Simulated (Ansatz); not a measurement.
# Ir (P6_3/mmc) in Ansatz: settings compared

The runs below take Ir through relaxation of cell and atoms, with PBE+D3(BJ), PBE+D4, PBEsol+D3(BJ).

Program: Ansatz 0.2.0. These are calculated values, not measurements. Logs are shortened: lines on timing, memory, paths and dates and some standing lists are left out, and cuts for length are marked.

## (1) Starting point

The structure is hexagonal, space group P6_3/mmc (No. 194). Conventional cell: a = 2.751 Å, b = 2.751 Å, c = 4.462 Å, α = 90.00°, β = 90.00°, γ = 120.00°. Ir (site symmetry -6m2) is surrounded by 12 Ir at 2.74 to 2.75 Å.

This isn't the form of Ir at room conditions, which is fcc.

## (2) Relaxation of cell and atoms, PBE+D3(BJ)

input.yaml

```yaml
crystal:
  lattice:
    - [2.7513778946, 0.0, 0.0]
    - [-1.3756889473, 2.3827631521, 0.0]
    - [0.0, 0.0, 4.46229]
  atoms:
    - { symbol: Ir, position: [0.3333333333, 0.6666666667, 0.25] }
    - { symbol: Ir, position: [0.6666666667, 0.3333333333, 0.75] }
hamiltonian:
  xc: pbe
  pseudopotentials: { kind: paw }
  dispersion: d3bj
kpoints:
  mp_grid: { grid: [11, 11, 6] }
scf:
  occupations: { method: fermi_dirac, width: 0.05 }
output:
  forces: true
  stress: true
  eigenvalues: true
relax:
  f_tol: 0.01
  max_steps: 40
  cell: { stress_tol: 0.05 }
```

Potentials or basis: Ansatz PAW.

The run is started by

```console
ansatz run input.yaml --threads 2 --pin off --max-ram 5632MiB --backend cpu --events-out ev --progress --plain --runs-dir out
```

Log:

```text
Warning: RAYON_NUM_THREADS=2 ignored (pool sized by the plan → 2); use --threads N
Engine: ansatz 0.2.0, aarch64-unknown-linux-gnu
Pseudopotentials: kind: paw
Pseudopotential: Ir, paw, valence charge 17, recommended cutoff 420 eV (normal), Ir.paw.azcp
Functional definition: PBE
  parameter kappa = 0.804
  parameter beta = 0.06672455060314922
  exchange = pbe_x(kappa = kappa, mu = beta*pi^2/3)
  correlation = pbe_c(beta = beta)
Crystal: 2 atoms, lattice volume = 29.254 Å³
Basis set: ecut = 420 eV, 573 PW (Γ), exchange–correlation on 40×40×60 points (8 copies of the dense FFT grid, shifted against one another)
Bands: 21, of which v1, the nominal top of the filled ones, is band 17 counted from 1 (16 counted from 0)
Symmetry: 24 space group operations
Space group: P63/mmc (ITA 194), of the structure as read, at distance tolerance 3.1e-5 Å
k-points: 64 of 726
Non-local potential: Ir, projectors of the file, l = 0: 3, l = 1: 2, l = 2: 2, l = 3: 1
PAW form: soft (Blöchl's): semilocal exchange-correlation on the pseudo side does not see the compensation charge
PAW one-centre angular grid: Ir, 590 points (default); XC on 64 Gauss nodes
Initial density: superposition of atomic densities (neutral atoms: chi_scale 0, normalization atom), corrected by the library's trained network
Initial wavefunctions: pseudopotential atomic-orbital guess
Functional: x = pbe(κ = 0.804, μ = 0.2195149727645171), c = pbe(β = 0.06672455060314922)
SCF iter   1: F=—  HF=-23871.868553 eV  |F-HF|=—  |Δ(HF+E_count)|=         —  Δρ=9.11e-3  dr2=7.78e-3  ethr=1.77e-3  ⟨swp⟩=4.8  Hψ=5261  notcnv=0
preconditioner: auto → none  [metal: Δε(μ)=0.011 eV  Ē_g=7.746 eV  σ=0.050 eV  W_gap=0.05  n_scr=8 (ndim 8)  ℏωp=29.1 eV  f_vac=0.000  D(μ)=3.20/eV (n_scr^D=36)  sad-step TF]
SCF iter   2: F=—  HF=-23871.872199 eV  |F-HF|=—  |Δ(HF+E_count)|=   3.65e-3  Δρ=5.29e-3  dr2=2.76e-3  ethr=2.29e-5  ⟨swp⟩=2.3  Hψ=2269  notcnv=0
SCF iter   3: F=—  HF=-23871.873736 eV  |F-HF|=—  |Δ(HF+E_count)|=   1.54e-3  Δρ=2.90e-4  dr2=7.96e-6  ethr=8.11e-6  ⟨swp⟩=2.0  Hψ=1926  notcnv=0
SCF iter   4: F=—  HF=-23871.873766 eV  |F-HF|=—  |Δ(HF+E_count)|=   2.98e-5  Δρ=4.44e-5  dr2=3.77e-7  ethr=2.34e-8  ⟨swp⟩=2.0  Hψ=1960  notcnv=0
iter 5 did not close the SCF: its close was put off for the readings that it lacked (scf_convergence_deferred on its scf_iter line)
SCF iter   5: F=-23871.873766 eV  HF=-23871.873766 eV  |F-HF|=1.11e-8  |Δ(HF+E_count)|=   9.72e-8  Δρ=1.06e-5  dr2=1.90e-8  ethr=1.11e-9  ⟨swp⟩=2.0  Hψ=2195  notcnv=0
SCF iter   6: F=-23871.873766 eV  HF=-23871.873766 eV  |F-HF|=4.37e-11  |Δ(HF+E_count)|=   5.14e-9  Δρ=1.70e-6  dr2=2.03e-10  ethr=5.58e-11  ⟨swp⟩=2.0  Hψ=4111  notcnv=0
SCF 1 converged in 6 iterations: F = -23871.873766 eV  dr2 = 2.03e-10
relax step   1: F+E_penalty+E_count = -23871.87376551 eV  Δ(F+E_penalty+E_count) = +0.000e0 eV  max|allowed force component| = 7.401e-17 eV/Å  Δτ_max = 0.0000 Å  P = -9.414 GPa  Ω = 29.254 Å³  (6 SCF iters, dr2 threshold 1.00e-7 eV, accepted)
Crystal: 2 atoms, lattice volume = 26.862 Å³
[... 77 lines left out ...]
SCF iter   7: F=-23871.897536 eV  HF=-23871.897536 eV  |F-HF|=3.64e-12  |Δ(HF+E_count)|=  3.64e-12  Δρ=3.28e-9  dr2=1.70e-15  ethr=1.00e-12  ⟨swp⟩=2.0  Hψ=3744  notcnv=0
SCF 7 converged in 7 iterations: F = -23871.897536 eV  dr2 = 1.70e-15
relax step   7: F+E_penalty+E_count = -23871.89753570 eV  Δ(F+E_penalty+E_count) = -2.474e-6 eV  max|allowed force component| = 7.864e-17 eV/Å  Δτ_max = 0.0000 Å  P = +0.000 GPa  Ω = 28.468 Å³  stress off target by 1.36e-3 GPa  SCF on the basis re-selected at this cell (its energy is not comparable with the rows above)  (7 SCF iters)
basis re-selected at this cell: Δ(F+E_penalty+E_count) = -2.474e-6 eV, ΔP = -0.000 GPa vs the last step (what re-selecting the basis moved, of the pressure what is left beyond the Pulay correction that the steps carried, after the strain that the cell walked since its last selection, with what the two solves' SCF thresholds leave and, on support functions, any second-order correction that the steps lacked; it is no measure of the basis error at this ecutwfc). This SCF's stress stands 1.36e-3 GPa from its target on what of the cell is left free (relax.cell.stress_tol is 5.00e-2 GPa) and its largest allowed force component is 7.86e-17 eV/Å (relax.f_tol is 1.00e-2 eV/Å): within both
SCF converged after 7 iterations
Free energy (F): -23871.897536 eV
Harris-Foulkes:  -23871.897536 eV  (|F-HF|=3.64e-12)
Internal energy: -23871.873070 eV  (E = F + TS)
E sigma→0 (E₀):  -23871.885303 eV
Entropy (-TS):   -0.024466 eV (-12.233 meV/atom)
Fermi energy:    25.735315 eV
--- Per-component energies (eV) ---
  E_band       = -169.997220
  E_kinetic    = 1246.876729
  E_local      = -2142.272074  (includes V_loc(G=0)·N_el)
  E_nonlocal   = 145.194365
  E_hartree    = 822.341938
  E_xc         = -536.311416
  E_vxc        = -600.708867  (∫ρ·V_xc dr)
  E_paw        = -18446.859805  (= ΣΔE_a)
  E_vpaw       = -463.771359  (= ΣTr[D̂ρ^β])
  E_aug_tail   = 0.000108  (compensation charges beyond the density's cutoff)
  E_ewald      = -4959.381613
  E_disp       = -1.461302  (pairwise vdW)
  E_smearing   = -0.024466  (= −TS)
  E_closure    = 0.000000  (closes the sum)
  Σ components = -23871.897536   (vs F -23871.897536, Δ=0.00e0)
--- Forces (eV/Å), atoms counted from 1 ---
  atom   1  Ir     0.00000000     0.00000000     0.00000000
  atom   2  Ir    -0.00000000    -0.00000000     0.00000000
  max |Σ_I F_I| component: 1.85e-17 eV/Å
--- Stress (GPa, compression-positive) ---
        0.000824      -0.000000       0.000000
        0.000000       0.000824       0.000000
        0.000000       0.000000      -0.001362
  P = ⅓ Tr σ = 0.0001 GPa (0.001 kbar)
--- Band table (eV; the first three rows and the last of 64) ---
  k-point 0: bands = ["-67.2095", "-67.1430", "-24.4979", "-23.8104", "-23.8104", "-23.7101", "-23.6965", "-23.6965", "14.5687", "17.6106", "21.8252", "21.9224", "21.9224", "22.5789", "22.5789", "23.3681", "23.3681", "24.9258", "26.0191", "26.0191", "32.7898"]
  k-point 1: bands = ["-67.2051", "-67.1475", "-24.4471", "-23.8028", "-23.8028", "-23.7650", "-23.7041", "-23.7041", "14.8796", "17.6241", "21.6832", "21.8006", "21.8006", "22.4222", "22.4222", "23.7327", "23.7327", "23.8796", "26.0042", "26.0042", "34.2916"]
  k-point 2: bands = ["-67.1930", "-67.1597", "-24.3070", "-23.9134", "-23.7820", "-23.7820", "-23.7250", "-23.7250", "15.7324", "17.4945", "21.3847", "21.6977", "21.6977", "22.0875", "22.0875", "22.1962", "24.4975", "24.4975", "25.8114", "25.8114", "37.3802"]
  k-point 63: bands = ["-67.1304", "-67.1304", "-24.3389", "-24.3389", "-24.1328", "-24.1328", "-23.8526", "-23.8526", "19.2696", "19.2696", "20.4154", "20.4154", "21.5931", "21.5931", "23.4389", "23.4389", "26.1203", "26.1203", "32.1500", "32.1500", "33.6410"]
--- Relaxed structure (5 steps of the walk, 4 accepted, 2 SCFs on fresh bases) ---
  F+E_penalty+E_count = -23871.89753570 eV   max|allowed force component| = 7.864e-17 eV/Å   (the final SCF, on the basis selected at the relaxed cell)
  cell:  # Å, volume = 28.4675 Å³
    - [2.726956967686365, 0.0, 0.0]
    - [-1.3634784838431826, 2.361614009043373, 0.0]
    - [0.0, 0.0, 4.4204057945718755]
  atoms:
    - { symbol: Ir, position: [0.33333333333333337, 0.6666666666666667, 0.25] }
    - { symbol: Ir, position: [0.6666666666666667, 0.33333333333333337, 0.75] }
```

It took 6.5 s on 2 threads of Arm Neoverse V2, shared host; peak memory 0.31 GiB.

What came out:

| Item | Value |
| --- | --- |
| Free energy | -23871.8975 eV |
| Relaxed volume | 14.23 Å³/atom |
| Relaxed cell | a = 2.727 Å, b = 2.727 Å, c = 4.420 Å, α = 90.00°, β = 90.00°, γ = 120.00° |
| Space group after relaxing (to 0.05 Å) | P6_3/mmc (No. 194) |
| Energy gained by relaxing | 11.9 meV/atom |
| Ionic steps | 6 |
| Pressure after relaxing | 0.0 GPa |
| Band gap on the k mesh | none (metal or under the smearing width) |

Step by step:
```csv
step,energy change (eV),largest force (eV/Å),volume (Å³)
1,0.0000,0.0000,29.25
2,-0.0239,0.0000,28.55
3,-0.0242,0.0000,28.46
4,-0.0238,0.0000,28.46
5,-0.0238,0.0000,28.47
6,-0.0238,0.0000,28.47
```

Final structure:
```
Ir
1.0
     2.72696    0.00000    0.00000
    -1.36348    2.36161    0.00000
     0.00000    0.00000    4.42041
Ir
2
Direct
  0.33333 0.66667 0.25000
  0.66667 0.33333 0.75000
```

Caveat: the plane-wave basis is chosen anew once the cell has moved, so the energies of steps on either side of that aren't comparable; pairwise dispersion overbinds metals, which lowers pressure and volume. Spin-orbit coupling is left out, which matters for the levels of Ir.

## (3) Relaxation of cell and atoms, PBE+D4

Edit input.yaml of step 2 so:

```diff
@@ -11,3 +11,3 @@
   pseudopotentials: { kind: paw }
-  dispersion: d3bj
+  dispersion: d4
 kpoints:
```

Potentials or basis: Ansatz PAW.

The run is started by

```console
ansatz run input.yaml --threads 2 --pin off --max-ram 5632MiB --backend cpu --events-out ev --progress --plain --runs-dir out
```

It took 6 s on 2 threads of Arm Neoverse V2, shared host; peak memory 0.31 GiB.

Results (log left out):

```
Free energy                            : -23872.2735 eV
Relaxed volume                         : 14.20 Å³/atom
Relaxed cell                           : a = 2.725 Å, b = 2.725 Å, c = 4.417 Å, α = 90.00°, β = 90.00°, γ = 120.00°
Space group after relaxing (to 0.05 Å) : P6_3/mmc (No. 194)
Energy gained by relaxing              : 14.0 meV/atom
Ionic steps                            : 5
Pressure after relaxing                : 0.0 GPa
Band gap on the k mesh                 : none (metal or under the smearing width)
```

Step by step:
```csv
step,energy change (eV),largest force (eV/Å),volume (Å³)
1,0.0000,0.0000,29.25
2,-0.0281,0.0000,28.51
3,-0.0286,0.0000,28.40
4,-0.0286,0.0000,28.40
5,-0.0281,0.0000,28.40
```

Final structure:
```cif
data_structure
_symmetry_space_group_name_H-M 'P 1'
_symmetry_Int_Tables_number 1
_cell_length_a 2.7248
_cell_length_b 2.7248
_cell_length_c 4.4170
_cell_angle_alpha 90.000
_cell_angle_beta 90.000
_cell_angle_gamma 120.000
_cell_volume 28.40
loop_
_atom_site_label
_atom_site_type_symbol
_atom_site_fract_x
_atom_site_fract_y
_atom_site_fract_z
_atom_site_occupancy
Ir1 Ir 0.33333 0.66667 0.25000 1
Ir2 Ir 0.66667 0.33333 0.75000 1
```

Levels at points of the mesh, in eV from the Fermi level:
| k point | band 15 | band 16 | band 17 | band 18 | band 19 | band 20 |
| --- | --- | --- | --- | --- | --- | --- |
| (0.00, 0.00, 0.00) | -3.17 | -2.38 | -2.38 | -0.82 | 0.28 | 0.28 |
| (0.00, 0.00, -0.50) | -3.95 | -3.95 | -0.46 | -0.46 | -0.46 | -0.46 |

Caveat: the plane-wave basis is chosen anew once the cell has moved, so the energies of steps on either side of that aren't comparable; pairwise dispersion overbinds metals, which lowers pressure and volume.

## (4) Relaxation of cell and atoms, PBEsol+D3(BJ)

Edit input.yaml of step 3 so:

```diff
@@ -9,5 +9,5 @@
 hamiltonian:
-  xc: pbe
+  xc: pbesol
   pseudopotentials: { kind: paw }
-  dispersion: d4
+  dispersion: d3bj
 kpoints:
@@ -20,2 +20,6 @@
   eigenvalues: true
+  write_density: true
+  write_potential: true
+  elf: true
+  volumetric_format: npy
 relax:
```

The run is started by

```console
ansatz run input.yaml --threads 2 --pin off --max-ram 5632MiB --backend cpu --events-out ev --progress --plain --runs-dir out
```

Wall time 5.8 s (2 threads of Arm Neoverse V2, shared host); peak memory 0.32 GiB.

It converged, with:

| Quantity | Value |
| --- | --- |
| Free energy | -23599.3450 eV |
| Relaxed volume | 13.82 Å³/atom |
| Relaxed cell | a = 2.700 Å, b = 2.700 Å, c = 4.379 Å, α = 90.00°, β = 90.00°, γ = 120.00° |
| Space group after relaxing (to 0.05 Å) | P6_3/mmc (No. 194) |
| Energy gained by relaxing | 53.0 meV/atom |
| Ionic steps | 5 |
| Pressure after relaxing | 0.0 GPa |
| Band gap on the k mesh | none (metal or under the smearing width) |

The path:
| step | energy change (eV) | largest force (eV/Å) | volume (Å³) |
| --- | --- | --- | --- |
| 1 | 0.0000 | 0.0000 | 29.25 |
| 2 | -0.1032 | 0.0000 | 27.93 |
| 3 | -0.1068 | 0.0000 | 27.61 |
| 4 | -0.1069 | 0.0000 | 27.65 |
| 5 | -0.1060 | 0.0000 | 27.65 |

Final structure:
```
Ir
1.0
     2.69996    0.00000    0.00000
    -1.34998    2.33823    0.00000
     0.00000    0.00000    4.37915
Ir
2
Direct
  0.33333 0.66667 0.25000
  0.66667 0.33333 0.75000
```

Levels at points of the mesh, in eV from the Fermi level:
| k point | band 14 | band 15 | band 16 | band 17 | band 18 | band 19 | band 20 | band 21 |
| --- | --- | --- | --- | --- | --- | --- | --- | --- |
| (0.00, 0.00, 0.00) | -3.31 | -3.31 | -2.47 | -2.47 | -0.93 | 0.30 | 0.30 | 7.29 |
| (0.00, 0.00, -0.50) | -4.13 | -4.13 | -4.13 | -0.47 | -0.47 | -0.47 | -0.47 | 13.10 |

Caveat: the plane-wave basis is chosen anew once the cell has moved, so the energies of steps on either side of that aren't comparable; pairwise dispersion overbinds metals, which lowers pressure and volume; the PAW data sets come from PBE, with cores solved anew for the run's functional, which leaves a small shift of forces and pressure. The run has no spin-orbit coupling, so splittings on Ir are missing.

## (5) The runs side by side

```tsv
level	gap on the mesh (eV)	pressure (GPa)	relaxed volume (Å³/atom)
PBE+D3(BJ)	none	0.0	14.23
PBE+D4	none	0.0	14.20
PBEsol+D3(BJ)	none	0.0	13.82
```

Alike in all rows: task relaxation of cell and atoms; potentials or basis Ansatz PAW; no spin polarisation; cell relaxed; k mesh 11 × 11 × 6; cutoff (eV) 420; smearing fermi-dirac 0.05 eV.

Caveats: the plane-wave basis is chosen anew once the cell has moved, so the energies of steps on either side of that aren't comparable; pairwise dispersion overbinds metals, which lowers pressure and volume; the PAW data sets come from PBE, with cores solved anew for the run's functional, which leaves a small shift of forces and pressure (some runs).

Absolute energies hang on the potentials; compare differences alone.
